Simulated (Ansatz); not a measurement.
# NaCl: the cost of one run

Program: Ansatz 0.2.0. Level of theory: DFT, plane waves, PAW, no spin polarisation. These are calculated values, not measurements.

### 1 The structure to begin with

The cell holds 16 atoms (Cl8Na8): a = 8.732 Å, b = 8.732 Å, c = 8.732 Å, α = 60.00°, β = 60.00°, γ = 60.00°.

Coordinates:

```xyz
16
Lattice="0.0000 6.1745 6.1745 6.1745 0.0000 6.1745 6.1745 6.1745 0.0000" Properties=species:S:1:pos:R:3 pbc="T T T"
Na    0.0000    0.0000    0.0000
Cl    1.5436    1.5436    1.5436
Na    3.0873    3.0873    0.0000
Cl    4.6309    4.6309    1.5436
Na    3.0873    0.0000    3.0873
Cl    4.6309    1.5436    4.6309
Na    6.1745    3.0873    3.0873
Cl    7.7182    4.6309    4.6309
Na    0.0000    3.0873    3.0873
Cl    1.5436    4.6309    4.6309
Na    3.0873    6.1745    3.0873
Cl    4.6309    7.7182    4.6309
Na    3.0873    3.0873    6.1745
Cl    4.6309    4.6309    7.7182
Na    6.1745    6.1745    6.1745
Cl    7.7182    7.7182    7.7182
```

### 2 Run 1: PBEsol

File input.yaml:

```yaml
crystal:
  lattice:
    - [0.0, 6.174545555, 6.174545555]
    - [6.174545555, 0.0, 6.174545555]
    - [6.174545555, 6.174545555, 0.0]
  atoms:
    - { symbol: Na, position: [0.0, 0.0, 0.0] }
    - { symbol: Cl, position: [0.125, 0.125, 0.125] }
    - { symbol: Na, position: [0.0, 0.0, 0.5] }
    - { symbol: Cl, position: [0.125, 0.125, 0.625] }
    - { symbol: Na, position: [0.0, 0.5, 0.0] }
    - { symbol: Cl, position: [0.125, 0.625, 0.125] }
    - { symbol: Na, position: [0.0, 0.5, 0.5] }
    - { symbol: Cl, position: [0.125, 0.625, 0.625] }
    - { symbol: Na, position: [0.5, 0.0, 0.0] }
    - { symbol: Cl, position: [0.625, 0.125, 0.125] }
    - { symbol: Na, position: [0.5, 0.0, 0.5] }
    - { symbol: Cl, position: [0.625, 0.125, 0.625] }
    - { symbol: Na, position: [0.5, 0.5, 0.0] }
    - { symbol: Cl, position: [0.625, 0.625, 0.125] }
    - { symbol: Na, position: [0.5, 0.5, 0.5] }
    - { symbol: Cl, position: [0.625, 0.625, 0.625] }
kpoints:
  mp_grid: { grid: [2, 2, 2] }
hamiltonian:
  xc: pbesol
scf:
  occupations: { method: fermi_dirac, width: 0.039 }
md:
  ensemble: npt_langevin
  temperature: 450
  timestep: 3.0
  n_steps: 40
  initial_velocities: maxwell_boltzmann
  seed: 4052
```

On the command line:

```bash
$ ansatz run input.yaml --threads 4 --pin off --max-ram 3686MiB --backend cpu --events-out ev --progress --plain --runs-dir out
```

**Question.** How long does this run take on 4 threads of Arm Neoverse N1, shared host, and how much memory does it need?

About 4.5 min, with a peak of 1.4 GiB.
